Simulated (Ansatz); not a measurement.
Input and command of a plane-wave DFT calculation in Ansatz:

```yaml
crystal:
  lattice:
    - [6.2274305698, -1.5417565254, 0.0114918241]
    - [6.2274305698, 1.5417565254, 0.0114918241]
    - [-1.4027229106, 0.0, 5.7076943272]
  atoms:
    - { symbol: Ga, position: [0.0899134334, 0.0899134334, 0.7947233178] }
    - { symbol: Ga, position: [0.9100865666, 0.9100865666, 0.2052766822] }
    - { symbol: Ga, position: [0.6585007301, 0.6585007301, 0.3141978919] }
    - { symbol: Ga, position: [0.3414992699, 0.3414992699, 0.6858021081] }
    - { symbol: O, position: [0.1634883762, 0.1634883762, 0.1092060597] }
    - { symbol: O, position: [0.8365116238, 0.8365116238, 0.8907939403] }
    - { symbol: O, position: [0.1737013134, 0.1737013134, 0.5643594345] }
    - { symbol: O, position: [0.8262986866, 0.8262986866, 0.4356405655] }
    - { symbol: O, position: [0.4960195701, 0.4960195701, 0.2566813643] }
    - { symbol: O, position: [0.5039804299, 0.5039804299, 0.7433186357] }
basis:
  ecutwfc: 420
kpoints:
  mp_grid: { grid: [10, 10, 6] }
  band_path:
    path:
      - [[0.0, 0.0, 0.0], [-0.26623412, 0.26623412, 0.0]]
      - [[-0.73376588, -0.26623412, 0.0], [-0.5, -0.5, 0.0], [0.0, 0.0, 0.0], [-0.5, -0.5, 0.5], [-0.74191434, -0.25808566, 0.5]]
      - [[-0.25808566, 0.25808566, 0.5], [0.0, 0.0, 0.5], [0.0, 0.0, 0.0]]
      - [[-0.5, 0.0, 0.5], [0.0, 0.0, 0.0], [-0.5, 0.0, 0.0]]
    npoints: 14
hamiltonian:
  xc: pbesol
scf:
  occupations: { method: gaussian, width: 0.02 }
  n_extra_bands: 25
output:
  forces: true
  stress: true
  eigenvalues: true
  populations: true
  dos: { projected: true, de: 0.02, nscf_kmesh: { grid: [15, 15, 9] } }
  bader: true
  write_density: true
  write_potential: true
  elf: true
  volumetric_format: npy
```

```bash
ansatz run input.yaml --threads 2 --pin off --max-ram 5120MiB --backend cpu --events-out ev --progress --plain --runs-dir out
```

Processor: Arm Neoverse V2, 2 threads, on a host shared with other jobs.

Problem. How long does it run, and how much memory does it take?

Solution. About 3 min on 2 threads of Arm Neoverse V2, with other jobs on the host, peak memory 2.2 GiB. It solves 69 bands at 172 k points (the mesh reduced by the symmetry that the task leaves, which can be less than the crystal's) with about 2141 plane waves, in 8 SCF iterations.
